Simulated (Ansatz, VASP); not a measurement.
**PtSe2 in VASP and in Ansatz**

INCAR

```
SYSTEM = PtSe2
PREC     = Accurate       ! precision mode
ENCUT    = 520            ! plane-wave cutoff, eV
EDIFF    = 1E-6           ! SCF threshold, eV
ISMEAR   = 0              ! smearing method
SIGMA    = 0.15           ! smearing width, eV
LREAL    = .FALSE.        ! projectors in reciprocal space
LASPH    = .TRUE.         ! aspherical terms in the spheres
NELM     = 100            ! most SCF steps
ALGO     = Normal         ! electronic algorithm
ISIF     = 2              ! what is computed and relaxed
LWAVE    = .FALSE.        ! write WAVECAR
LCHARG   = .TRUE.         ! write CHGCAR
GGA      = PS             ! functional
LELF     = .TRUE.         ! ELF
LVHAR    = .TRUE.       
NBANDS   = 18             ! bands
```

KPOINTS

```
Automatic mesh
0
G
  12 12 10
  0 0 0
```

File POSCAR:

```
PtSe2
1.0
    3.5750405804      0.0000000000      0.0000000000
   -1.7875202902      3.0960759622      0.0000000000
    0.0000000000      0.0000000000      5.2644800000
Pt Se
1 2
Direct
    0.0000000000      0.0000000000      0.0000000000
    0.3333333333      0.6666666667      0.2500000000
    0.6666666667      0.3333333333      0.7500000000
```

Input for Ansatz:

```yaml
crystal:
  lattice:
    - [3.5750405804, 0.0, 0.0]
    - [-1.7875202902, 3.0960759622, 0.0]
    - [0.0, 0.0, 5.26448]
  atoms:
    - { symbol: Pt, position: [0.0, 0.0, 0.0] }
    - { symbol: Se, position: [0.3333333333, 0.6666666667, 0.25] }
    - { symbol: Se, position: [0.6666666667, 0.3333333333, 0.75] }
basis:
  ecutwfc: 420
kpoints:
  mp_grid: { grid: [12, 12, 10] }
hamiltonian:
  xc: pbesol
scf:
  occupations: { method: gaussian, width: 0.15 }
output:
  forces: true
  stress: true
  eigenvalues: true
```

Change from the starting cell: strain -0.040 along x and y, +0.040 along z, atoms carried along.

Alike in both runs: task single point; functional PBEsol; k mesh 12 × 12 × 10; occupations gaussian, width 0.15 eV; no spin polarisation.

|  | VASP | Ansatz |
| --- | --- | --- |
| version | VASP 6.6.1 | Ansatz 0.2.0 |
| potentials or method | VASP PAW PBE potentials, release 64 (Pt, Se) | scalar-relativistic, plane waves, PAW |
| plane-wave cutoff (eV) | 520 | 420 |
| valence electrons in the cell | 22 | 50 |

Ansatz gave:

* gap on the k mesh at the Fermi level (eV): none
* pressure (GPa): 11.5
* largest component of the traceless stress (GPa): 5.47
* rms of the force components (eV/Å): 0.350

What did VASP give for the same quantities?

gap on the k mesh at the Fermi level (eV): none; pressure (GPa): 11.7; largest component of the traceless stress (GPa): 5.51; rms of the force components (eV/Å): 0.361.

Atom by atom the forces differ by 0.011 eV/Å (rms over components). A gap of «none» marks a metal or a gap that the smearing closes. The two sets of potentials don't hold the same shells in valence.

Caveats: the PAW data sets were made with another functional, which shifts forces and pressure a little (VASP). The runs have no spin-orbit coupling, so splittings on Pt are missing.
